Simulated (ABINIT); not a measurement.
Crystal: BP.

```xyz
2
Lattice="0.0000 2.2690 2.2690 2.2690 0.0000 2.2690 2.2690 2.2690 0.0000" Properties=species:S:1:pos:R:3 pbc="T T T"
P     3.4035    3.4035    3.4035
B     0.0000    0.0000    0.0000
```

Base run:

| Property | Result |
| --- | --- |
| Program | ABINIT 10.8.3 (patched build) |
| Functional | PBE0 |
| Potentials or basis | SG15 NC PBE v1.2 |
| Cutoff | 599 eV |
| k mesh | 6 × 6 × 6 |
| Occupations | fixed |
| Spin | no spin polarisation |

Its results: band gap on the k mesh 2.82 eV, indirect (least direct gap 5.04 eV); pressure -2.6 GPa.

**Question.** The run is repeated on the same cell with these changes: functional from PBE0 to PBE. What comes out?

**Answer.** Band gap on the k mesh 1.37 eV, indirect (least direct gap 3.42 eV); pressure 0.2 GPa.

PBE0 gives the wider gap, since exact exchange removes part of the self-interaction.

Caveats: the potentials were made for another functional, which shifts forces and pressure (some runs).

A k mesh can miss the band edges.
